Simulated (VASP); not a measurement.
# AgCl (Imm2) in VASP: further runs

One crystal, AgCl, is run at these levels: PBE; tasks: single point.

Program: VASP 6.6.1. These are calculated values, not measurements. Logs are shortened: lines on timing, memory, paths and dates and some standing lists are left out, and cuts for length are marked.

### 1 The cell of the first run

It takes space group Imm2 (No. 44, orthorhombic). The conventional cell has a = 3.922 Å, b = 5.546 Å, c = 3.922 Å, α = 90.00°, β = 90.00°, γ = 90.00°. Around Ag (site symmetry mm2) lie 4 Cl at 2.56 to 2.79 Å. Cl (site symmetry mm2) is surrounded by 4 Ag at 2.56 to 2.79 Å.

Measurements of this composition are mostly on another form, of space group No. 225.

### 2 Single point, PBE (atom 1 (Ag) moved by (-0.225, -0.225) A along y and z)

Contents of INCAR:

```
SYSTEM = AgCl
PREC = Accurate ; ENCUT = 520
EDIFF = 1E-6 ; ISMEAR = 0
SIGMA = 0.05 ; LREAL = .False.
LASPH = .True. ; NELM = 100
ALGO = Normal ; ISIF = 2
LWAVE = .False. ; LCHARG = .True.
GGA = PE ; LELF = .True.
LVHAR = .True. ; NBANDS = 16
```

Contents of KPOINTS:

```
regular mesh
0
Gamma
  8 8 8
  0 0 0
```

Contents of POSCAR:

```
AgCl
1.0
    0.0000000000      2.7731500000      2.7731500000
    2.7731500000      0.0000000000      2.7731500000
    2.7731500000      2.7731500000      0.0000000000
Ag Cl
1 1
Direct
    0.4188648288      0.5000000000      0.5000000000
    0.0000000000      0.0000000000      0.0000000000
```

Potentials or basis: VASP PAW PBE potentials, release 64 (Ag, Cl).

Launch:

```console
$ cat potpaw_PBE.64/Ag/POTCAR potpaw_PBE.64/Cl/POTCAR > POTCAR
$ mpirun -np 1 vasp_std > vasp.out
```

OUTCAR:

```text
SYSTEM = AgCl
   PREC = Accurate
   ENCUT = 520
   EDIFF = 1E-6
   ISMEAR = 0
   LREAL = .False.
   LASPH = .True.
   NELM = 100
   ISIF = 2
   GGA = PE

 ion  position               nearest neighbor table
   1  0.419  0.500  0.500-   2 2.56   2 2.56   2 2.79   2 2.79   2 3.01   2 3.01
   2  0.000  0.000  0.000-   1 2.56   1 2.56   1 2.79   1 2.79   1 3.01   1 3.01

  LATTYP: Found a face centered cubic cell.
 ALAT       =     5.5463000000

  Lattice vectors:

 A1 = (   0.0000000000,   2.7731500000,   2.7731500000)
 A2 = (   2.7731500000,   0.0000000000,   2.7731500000)
 A3 = (   2.7731500000,   2.7731500000,   0.0000000000)

Analysis of symmetry for initial positions (statically):
=====================================================================
 Subroutine PRICEL returns:
 Original cell was already a primitive cell.

 Routine SETGRP: Setting up the symmetry group for a
 face centered cubic supercell.

 Subroutine GETGRP returns: Found  4 space group operations
 (whereof  4 operations were pure point group operations)
 out of a pool of 48 trial point group operations.

The static configuration has the point symmetry C_2v.

Analysis of symmetry for dynamics (positions and initial velocities):
=====================================================================
 Subroutine PRICEL returns:
 Original cell was already a primitive cell.

 Routine SETGRP: Setting up the symmetry group for a
 face centered cubic supercell.

 Subroutine GETGRP returns: Found  4 space group operations
 (whereof  4 operations were pure point group operations)
 out of a pool of 48 trial point group operations.

The dynamic configuration has the point symmetry C_2v.

 Subroutine INISYM returns: Found  4 space group operations
 (whereof  4 operations are pure point group operations),
 and found     1 'primitive' translations

----------------------------------------------------------------------------------------

                                     Primitive cell

  volume of cell :      42.6530

  direct lattice vectors                    reciprocal lattice vectors
     0.000000000  2.773150000  2.773150000    -0.180300380  0.180300380  0.180300380
     2.773150000  0.000000000  2.773150000     0.180300380 -0.180300380  0.180300380
     2.773150000  2.773150000  0.000000000     0.180300380  0.180300380 -0.180300380

  length of vectors
     3.921826340  3.921826340  3.921826340     0.312289420  0.312289420  0.312289420

  position of ions in fractional coordinates (direct lattice)
     0.418864829  0.500000000  0.500000000
     0.000000000  0.000000000  0.000000000

  ion indices of the primitive-cell ions
   primitive index   ion index
                 1           1
                 2           2

----------------------------------------------------------------------------------------

 KPOINTS: regular mesh

Automatic generation of k-mesh.
 Grid dimensions read from file:
 generate k-points for:    8    8    8

 Generating k-lattice:

  Cartesian coordinates                     Fractional coordinates (reciprocal lattice)
    -0.022537548  0.022537548  0.022537548     0.125000000  0.000000000  0.000000000
     0.022537548 -0.022537548  0.022537548     0.000000000  0.125000000  0.000000000
     0.022537548  0.022537548 -0.022537548     0.000000000  0.000000000  0.125000000

  Length of vectors
     0.039036177  0.039036177  0.039036177

  Shift w.r.t. Gamma in fractional coordinates (k-lattice)
     0.000000000  0.000000000  0.000000000

 Subroutine IBZKPT returns following result:
 ===========================================

 Found     95 irreducible k-points:

 Following reciprocal coordinates:
            Coordinates               Weight
  0.000000  0.000000  0.000000      1.000000
  0.125000  0.000000  0.000000      4.000000
  0.000000  0.125000  0.000000      4.000000
  0.250000  0.000000  0.000000      4.000000
  0.000000  0.250000  0.000000      4.000000
  0.375000  0.000000  0.000000      4.000000
[... 16 lines left out ...]
  0.375000 -0.125000 -0.125000      4.000000
 -0.375000  0.125000  0.000000      8.000000
 [... further k-points ...]
   k-points           NKPTS =     95   k-points in BZ     NKDIM =     95   number of bands    NBANDS=     16
   number of dos      NEDOS =    301   number of ions     NIONS =      2
   total plane-waves  NPLWV =  27000
   dimension x,y,z NGX =    30 NGY =   30 NGZ =   30
   dimension x,y,z NGXF=    60 NGYF=   60 NGZF=   60
   ions per type =               1   1
   NGX,Y,Z   is equivalent  to a cutoff of  12.72, 12.72, 12.72 a.u.
   NGXF,Y,Z  is equivalent  to a cutoff of  25.43, 25.43, 25.43 a.u.
 SYSTEM =  AgCl
   PREC   = accura    normal or accurate (medium, high low for compatibility)
   ISTART =      0    job   : 0-new  1-cont  2-samecut
   ICHARG =      2    charge: 1-file 2-atom 10-const
   ISPIN  =      1    spin polarized calculation?
   LNONCOLLINEAR =      F non collinear calculations
   LSORBIT =      F    spin-orbit coupling
   LASPH  =      T    aspherical Exc in radial PAW
   ENCUT  =  520.0 eV  38.22 Ry    6.18 a.u.   7.29  7.29  7.29*2*pi/ulx,y,z
   NELM   =    100;   NELMIN=  2; NELMDL= -5     # of ELM steps
   EDIFF  = 0.1E-05   stopping-criterion for ELM
   LREAL  =      F    real-space projection
   EDIFFG = 0.1E-04   stopping-criterion for IOM
   NSW    =      0    number of steps for IOM
   IBRION =     -1    ionic relax: 0-MD 1-quasi-New 2-CG
   NFREE  =      0    steps in history (QN), initial steepest desc. (CG)
   ISIF   =      2    stress and relaxation
   ISYM   =      2    0-nonsym 1-usesym 2-fastsym
   POTIM  = 0.5000    time-step for ionic-motion
   TEBEG  =    0.0;   TEEND  =   0.0 temperature during run
   PSTRESS=    0.0 pullay stress
   NELECT =      18.0000    total number of electrons
   NUPDOWN=      -1.0000    fix difference up-down
   EMIN   =  10.00;   EMAX   =-10.00  energy-range for DOS
   EFERMI =   0.00;   METHOD = LEGACY
   ISMEAR =     0;   SIGMA  =   0.05  broadening in eV -4-tet -1-fermi 0-gaus
   EFERMI_NEDOS =   21; number of points for ismear=-14 and -15
   IALGO  =     38    algorithm
   IMIX   =      4    mixing-type and parameters
     AMIX     =   0.40;   BMIX     =  1.00
     AMIX_MAG =   1.60;   BMIX_MAG =  1.00
  volume/ion in A,a.u.               =      21.33       143.92
  Fermi-wavevector in a.u.,A,eV,Ry     =   1.227955  2.320498 20.515850  1.507872
  Thomas-Fermi vector in A             =   2.362898
   LORBIT       =      0    0 simple, 1 ext, 2 COOP (PROOUT), +10 PAW based schemes
   GGA     = PE    functional components
   LHFCALC =     F    Hartree Fock is set to
   AEXX    =    0.0000 exact exchange contribution
   IVDW    =     0    specifies the selected vdW correction
   LEPSILON=     F    determine dielectric tensor
   LRPA    =     F    only Hartree local field effects (RPA)
 non-spin polarized calculation
 Gauss-broadening in eV      SIGMA  =   0.05
  energy-cutoff  :      520.00
  volume of cell :       42.65
 maximum number of plane-waves:      1174
 NGX is ok and might be reduce to    30
   NGX = 15   NGY = 15   NGZ = 15

 number of electron      18.0000004 magnetization

 Free energy of the ion-electron system (eV)
  ---------------------------------------------------
  ext. energy  EPLUGINS =         0.00000000
  ---------------------------------------------------
  free energy    TOTEN  =        -5.33240888 eV

  energy without entropy =       -5.33240888  energy(sigma->0) =       -5.33240888

 E-fermi :   4.2122     XC(G=0):  -9.9470

 val. band max:        3.9144564981   @ k =   0.5000   0.0000   0.0000
 cond. band min:       4.7701791479   @ k =   0.0000   0.0000   0.0000
 fundamental gap:      0.8557226497
 Fermi energy:         4.2122368692

 k-point     1 :       0.0000    0.0000    0.0000
  band No.  band energies     occupation
      1     -11.3890      2.00000
      2       0.3876      2.00000
      3       0.5629      2.00000
      4       0.8098      2.00000
      5       1.3378      2.00000
      6       1.3829      2.00000
[... 8 lines left out ...]
     15      16.4373      0.00000
     16      17.0816      0.00000

 k-point     2 :       0.1250    0.0000    0.0000
  band No.  band energies     occupation
      1     -11.3311      2.00000
      2       0.1895      2.00000
      3       0.1896      2.00000
      4       0.6507      2.00000
      5       1.3811      2.00000
      6       1.4078      2.00000
[... 8 lines left out ...]
     15      16.0027      0.00000
     16      16.7198      0.00000

 k-point     3 :       0.0000    0.1250    0.0000
  band No.  band energies     occupation
      1     -11.3308      2.00000
      2       0.0013      2.00000
      3       0.4364      2.00000
      4       0.7631      2.00000
      5       1.3227      2.00000
      6       1.3795      2.00000
[... 8 lines left out ...]
     15      16.0515      0.00000
     16      16.8489      0.00000

 k-point     4 :       0.2500    0.0000    0.0000
  band No.  band energies     occupation
      1     -11.1856      2.00000
      2      -0.5266      2.00000
      3      -0.1771      2.00000
      4       0.1519      2.00000
      5       1.5026      2.00000
      6       1.5163      2.00000
[... 8 lines left out ...]
     15      16.0712      0.00000
     16      16.6029      0.00000
[... 324 lines left out ...]
 k-point    22 :       0.1250    0.0000    0.5000
  band No.  band energies     occupation
      1     -10.9599      2.00000
      2      -1.3094      2.00000
      3      -0.3289      2.00000
      4      -0.1936      2.00000
      5       1.6346      2.00000
      6       1.6854      2.00000
[... 8 lines left out ...]
     15      17.7868      0.00000
     16      18.3124      0.00000

 k-point    23 :       0.3750   -0.1250   -0.1250
  band No.  band energies     occupation
      1     -10.9614      2.00000
      2      -1.2632      2.00000
      3      -0.4892      2.00000
      4      -0.3384      2.00000
      5       1.6617      2.00000
      6       1.7070      2.00000
[... 8 lines left out ...]
     15      17.7027      0.00000
     16      18.4227      0.00000

 k-point    24 :      -0.3750    0.1250    0.0000
  band No.  band energies     occupation
      1     -10.9813      2.00000
      2      -1.2052      2.00000
      3      -0.4675      2.00000
      4      -0.2597      2.00000
      5       1.6399      2.00000
      6       1.6759      2.00000
[... 8 lines left out ...]
     15      17.6451      0.00000
     16      18.1095      0.00000

 [... further k-points ...]

------------------------ aborting loop because EDIFF is reached ----------------------------------------

  FORCE on cell =-STRESS in cart. coord.  units (eV):
  Direction    XX          YY          ZZ          XY          YZ          ZX
  --------------------------------------------------------------------------------------
  -------------------------------------------------------------------------------------
  Total        0.4121407      1.0442063      1.0442063      0.0000000     -0.2455025      0.0000000
  in kB       15.4812476     39.2235429     39.2235429      0.0000000     -9.2218168      0.0000000
  external PRESSURE =      31.3094445 kB  Pullay stress =       0.0000000 kB

 VOLUME and BASIS-vectors are now :
 -----------------------------------------------------------------------------
  energy-cutoff  :      520.00
  volume of cell :       42.65
      direct lattice vectors                 reciprocal lattice vectors
     0.000000000  2.773150000  2.773150000    -0.180300380  0.180300380  0.180300380
     2.773150000  0.000000000  2.773150000     0.180300380 -0.180300380  0.180300380
     2.773150000  2.773150000  0.000000000     0.180300380  0.180300380 -0.180300380

 POSITION                                       TOTAL-FORCE (eV/Angst)
 -----------------------------------------------------------------------------------
      2.77315      2.54815      2.54815        -0.000000      0.297703      0.297703
      0.00000      0.00000      0.00000         0.000000     -0.297703     -0.297703
 -----------------------------------------------------------------------------------
    total drift:                               -0.000000      0.000103      0.000103

  FREE ENERGIE OF THE ION-ELECTRON SYSTEM (eV)
  ---------------------------------------------------
  free  energy   TOTEN  =        -5.3324088797 eV

  energy  without entropy=       -5.3324088797  energy(sigma->0) =       -5.33240888
```

Wall time 26 s (1 thread of Intel Xeon 6975P-C (Granite Rapids), shared host); peak memory 0.2 GiB.

What came out:

```
Free energy            : -5.3324 eV
Pressure               : 3.1 GPa
Largest force          : 0.421 eV/Å
Band gap on the k mesh : 0.86 eV, indirect (least direct gap 2.30 eV)
```

Forces on the atoms (eV/Å):
```
Ag   0.000  0.298  0.298
Cl   0.000 -0.298 -0.298
```

Stress tensor (GPa, compression positive):
```
 1.55  0.00  0.00
 0.00  3.92 -0.92
 0.00 -0.92  3.92
```

A k mesh can miss the band edges.

### 3 Single point, PBE (atom 1 (Ag) moved by (-0.450, -0.450) A along y and z)

Contents of INCAR:

```
PREC = Accurate ; ENCUT = 520
EDIFF = 1E-6 ; ISMEAR = 0
SIGMA = 0.05 ; LREAL = False
LASPH = True ; NELM = 100
ALGO = Fast ; ISIF = 2
LWAVE = False ; LCHARG = False
GGA = PE ; NBANDS = 16
```

Contents of KPOINTS:

```
Automatic mesh
0
Gamma
  8 8 8
```

Changes to POSCAR since step 2:

```diff
@@ -8,3 +8,3 @@
 Direct
-    0.4188648288      0.5000000000      0.5000000000
+    0.3377296576      0.5000000000      0.5000000000
     0.0000000000      0.0000000000      0.0000000000
```

Potentials or basis: VASP PAW PBE potentials, release 64 (Ag, Cl).

Launch:

```console
$ cat potpaw_PBE.64/Ag/POTCAR potpaw_PBE.64/Cl/POTCAR > POTCAR
$ mpirun -np 1 vasp_std > vasp.out
```

It took 27 s on 1 thread of Intel Xeon 6975P-C (Granite Rapids), shared host; peak memory 0.2 GiB.

Results (log left out):

- Free energy: -5.0983 eV
- Pressure: 8.3 GPa
- Largest force: 1.091 eV/Å
- Band gap on the k mesh: 0.89 eV, indirect (least direct gap 1.63 eV)

Forces in eV/Å, atoms in the order of the input:
```
Ag   0.000  0.772  0.772
Cl   0.000 -0.772 -0.772
```

Stress tensor (GPa, compression positive):
```
 2.02  0.00  0.00
 0.00 11.49 -5.04
 0.00 -5.04 11.49
```

Levels at points of the mesh, in eV from the valence-band top:
```
           k point  band 5  band 6  band 7  band 8  band 9  band 10  band 11  band 12  band 13  band 14
(0.00, 0.00, 0.00)   -2.95   -2.81   -1.47   -0.97   -0.74     0.89     8.99     9.51    10.69    11.56
(0.50, 0.00, 0.00)   -2.62   -2.52   -2.08   -0.60    0.00     4.15     6.12     7.76     7.88    12.68
(0.00, 0.50, 0.00)   -2.83   -2.58   -2.21   -1.40   -0.62     4.48     6.10     8.06     8.84    12.24
(0.50, 0.50, 0.00)   -2.52   -2.47   -2.44   -2.06   -1.90     2.41     6.96     8.78    11.91    12.00
(0.00, 0.50, 0.50)   -2.45   -2.40   -2.30   -1.64   -1.33     2.49     6.62     8.34    11.69    13.02
```

Caveat: forces of over 1 eV/Å show positions far from the minimum, so gaps and moduli don't describe the material at rest.
